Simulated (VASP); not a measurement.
# AgCl (Chlorargyrite) (Fm-3m) in VASP: notebook, part 2 of 2

VASP 6.6.1. Earlier steps stand in the parts before.

### 4 Single point, PBEsol

Input file INCAR:

```
PREC = Accurate
ENCUT = 350
EDIFF = 1E-6
ISMEAR = 0
SIGMA = 0.05
LREAL = F
LASPH = T
NELM = 100
ALGO = Normal
ISIF = 2
LWAVE = F
LCHARG = F
GGA = PS
ADDGRID = F
```

Input file KPOINTS:

```
Automatic mesh
0
Gamma
  6 6 6
```

Input file POSCAR:

```
AgCl
1.0
    0.0000000000      2.7350000000      2.7350000000
    2.7350000000      0.0000000000      2.7350000000
    2.7350000000      2.7350000000      0.0000000000
Ag Cl
1 1
Direct
    0.0000000000      0.0000000000      0.0000000000
    0.5000000000      0.5000000000      0.5000000000
```

Potentials or basis: VASP PAW PBE potentials, release 64 (Ag, Cl).

The run is started by

```console
> cat potpaw_PBE.64/Ag/POTCAR potpaw_PBE.64/Cl/POTCAR > POTCAR
> mpirun -np 1 vasp_std > vasp.out
```

OUTCAR:

```text
PREC = Accurate
   ENCUT = 350
   EDIFF = 1E-6
   ISMEAR = 0
   LREAL = F
   LASPH = T
   NELM = 100
   ISIF = 2
   GGA = PS

 Found     16 irreducible k-points:

 Following reciprocal coordinates:
            Coordinates               Weight
  0.000000  0.000000  0.000000      1.000000
  0.166667  0.000000  0.000000      8.000000
  0.333333  0.000000  0.000000      8.000000
  0.500000  0.000000  0.000000      4.000000
  0.166667  0.166667  0.000000      6.000000
  0.333333  0.166667  0.000000     24.000000
   k-points           NKPTS =     16   k-points in BZ     NKDIM =     16   number of bands    NBANDS=     13
   number of dos      NEDOS =    301   number of ions     NIONS =      2
   total plane-waves  NPLWV =  13824
   dimension x,y,z NGX =    24 NGY =   24 NGZ =   24
   dimension x,y,z NGXF=    48 NGYF=   48 NGZF=   48
   ions per type =               1   1
   NGX,Y,Z   is equivalent  to a cutoff of  10.32, 10.32, 10.32 a.u.
   NGXF,Y,Z  is equivalent  to a cutoff of  20.63, 20.63, 20.63 a.u.
 SYSTEM =  unknown system
   PREC   = accura    normal or accurate (medium, high low for compatibility)
   ISTART =      0    job   : 0-new  1-cont  2-samecut
   ICHARG =      2    charge: 1-file 2-atom 10-const
   ISPIN  =      1    spin polarized calculation?
   LNONCOLLINEAR =      F non collinear calculations
   LSORBIT =      F    spin-orbit coupling
   LASPH  =      T    aspherical Exc in radial PAW
   ENCUT  =  350.0 eV  25.72 Ry    5.07 a.u.   5.90  5.90  5.90*2*pi/ulx,y,z
   NELM   =    100;   NELMIN=  2; NELMDL= -5     # of ELM steps
   EDIFF  = 0.1E-05   stopping-criterion for ELM
   LREAL  =      F    real-space projection
   EDIFFG = 0.1E-04   stopping-criterion for IOM
   NSW    =      0    number of steps for IOM
   IBRION =     -1    ionic relax: 0-MD 1-quasi-New 2-CG
   NFREE  =      0    steps in history (QN), initial steepest desc. (CG)
   ISIF   =      2    stress and relaxation
   ISYM   =      2    0-nonsym 1-usesym 2-fastsym
   POTIM  = 0.5000    time-step for ionic-motion
   TEBEG  =    0.0;   TEEND  =   0.0 temperature during run
   PSTRESS=    0.0 pullay stress
   NELECT =      18.0000    total number of electrons
   NUPDOWN=      -1.0000    fix difference up-down
   EMIN   =  10.00;   EMAX   =-10.00  energy-range for DOS
   EFERMI =   0.00;   METHOD = LEGACY
[... 18 lines left out ...]
  energy-cutoff  :      350.00
  volume of cell :       40.92
 maximum number of plane-waves:       620
   NGX = 11   NGY = 11   NGZ = 11

 number of electron      17.9999996 magnetization

 Free energy of the ion-electron system (eV)
  ---------------------------------------------------
  ext. energy  EPLUGINS =         0.00000000
  ---------------------------------------------------
  free energy    TOTEN  =        -6.06119423 eV

  energy without entropy =       -6.06119423  energy(sigma->0) =       -6.06119423

 E-fermi :   4.5031     XC(G=0): -10.4344

 val. band max:        4.2558308984   @ k =   0.5000   0.0000   0.0000
 cond. band min:       4.9733736148   @ k =   0.0000   0.0000   0.0000
 fundamental gap:      0.7175427164
 Fermi energy:         4.5031330158

 k-point     1 :       0.0000    0.0000    0.0000
  band No.  band energies     occupation
      1     -11.1771      2.00000
      2       1.6024      2.00000
      3       1.6024      2.00000
      4       1.6024      2.00000
      5       1.6441      2.00000
      6       1.6441      2.00000
      7       1.7476      2.00000
      8       1.7476      2.00000
      9       1.7476      2.00000
     10       4.9734      0.00000
     11      14.9872      0.00000
     12      14.9872      0.00000
     13      14.9872      0.00000
[... 66 lines left out ...]
  band No.  band energies     occupation
      1     -10.8335      2.00000
      2      -0.6740      2.00000
      3       0.3162      2.00000
      4       0.4669      2.00000
      5       1.6473      2.00000
      6       1.9407      2.00000
      7       2.2392      2.00000
      8       2.8631      2.00000
      9       3.4125      2.00000
     10       7.9655      0.00000
     11      11.0151      0.00000
     12      12.4185      0.00000
     13      13.6269      0.00000

 [... further k-points ...]

------------------------ aborting loop because EDIFF is reached ----------------------------------------

  FORCE on cell =-STRESS in cart. coord.  units (eV):
  Direction    XX          YY          ZZ          XY          YZ          ZX
  --------------------------------------------------------------------------------------
  -------------------------------------------------------------------------------------
  Total       -0.2948781     -0.2948781     -0.2948781      0.0000000      0.0000000      0.0000000
  in kB      -11.5465197    -11.5465197    -11.5465197      0.0000000      0.0000000      0.0000000
  external PRESSURE =     -11.5465197 kB  Pullay stress =       0.0000000 kB

 VOLUME and BASIS-vectors are now :
 -----------------------------------------------------------------------------
  energy-cutoff  :      350.00
  volume of cell :       40.92
      direct lattice vectors                 reciprocal lattice vectors
     0.000000000  2.735000000  2.735000000    -0.182815356  0.182815356  0.182815356
     2.735000000  0.000000000  2.735000000     0.182815356 -0.182815356  0.182815356
     2.735000000  2.735000000  0.000000000     0.182815356  0.182815356 -0.182815356

 POSITION                                       TOTAL-FORCE (eV/Angst)
 -----------------------------------------------------------------------------------
      0.00000      0.00000      0.00000        -0.000000      0.000000      0.000000
      2.73500      2.73500      2.73500         0.000000     -0.000000     -0.000000
 -----------------------------------------------------------------------------------
    total drift:                                0.000000     -0.000000     -0.000000

  FREE ENERGIE OF THE ION-ELECTRON SYSTEM (eV)
  ---------------------------------------------------
  free  energy   TOTEN  =        -6.0611942311 eV

  energy  without entropy=       -6.0611942311  energy(sigma->0) =       -6.06119423
```

Run time: 2.4 s. Hardware: 1 thread of Intel Xeon 6975P-C (Granite Rapids), shared host; peak memory 0.13 GiB.

The run converged, but some of its settings lie outside the range that counts as converged, so its numbers aren't taken as properties of the crystal.

What came out:

| Item | Value |
| --- | --- |
| Free energy | -6.0612 eV |
| Pressure | -1.2 GPa |
| Band gap on the k mesh | 0.72 eV, indirect (least direct gap 3.23 eV) |

Caveat: the PAW data sets were made with another functional, which shifts forces and pressure a little.

### 5 Single point, PBEsol

Changes to INCAR since step 4:

```diff
@@ -1,3 +1,3 @@
 PREC = Accurate
-ENCUT = 350
+ENCUT = 400
 EDIFF = 1E-6
```

KPOINTS is that of step 4.

POSCAR is that of step 4.

The run is started by

```console
> cat potpaw_PBE.64/Ag/POTCAR potpaw_PBE.64/Cl/POTCAR > POTCAR
> mpirun -np 1 vasp_std > vasp.out
```

Run time: 3.8 s. Hardware: 1 thread of Intel Xeon 6975P-C (Granite Rapids), shared host; peak memory 0.15 GiB.

The run converged, but some of its settings lie outside the range that counts as converged, so its numbers aren't taken as properties of the crystal.

What came out:

* Free energy: -6.0601 eV
* Pressure: -0.9 GPa
* Band gap on the k mesh: 0.72 eV, indirect (least direct gap 3.23 eV)

Caveat: the PAW data sets were made with another functional, which shifts forces and pressure a little.

### 6 Single point, PBEsol

Changes to INCAR since step 5:

```diff
@@ -4,3 +4,3 @@
 ISMEAR = 0
-SIGMA = 0.05
+SIGMA = 0.5
 LREAL = F
```

KPOINTS is that of step 5.

POSCAR is that of step 5.

Potentials or basis: VASP PAW PBE potentials, release 64 (Ag, Cl).

The run is started by

```console
> cat potpaw_PBE.64/Ag/POTCAR potpaw_PBE.64/Cl/POTCAR > POTCAR
> mpirun -np 1 vasp_std > vasp.out
```

It took 4 s on 1 thread of Intel Xeon 6975P-C (Granite Rapids), shared host; peak memory 0.15 GiB.

These settings aren't checked as converged: the numbers below hold their error.

Results:

```
Free energy            : -6.0620 eV
Pressure               : -0.9 GPa
Band gap on the k mesh : 0.72 eV, indirect (least direct gap 3.23 eV)
```

Caveat: the PAW data sets were made with another functional, which shifts forces and pressure a little.

### 7 The reference run

An earlier run on the cell as given: functional PBEsol; potentials or basis VASP PAW PBE potentials, release 64 (Ag, Cl); cutoff 520 eV; k mesh 8 × 8 × 8; occupations fermi-dirac, width 0.05 eV; no spin polarisation.

- Pressure: -0.8 GPa
- Band gap on the k mesh: 0.72 eV, indirect (least direct gap 3.18 eV)
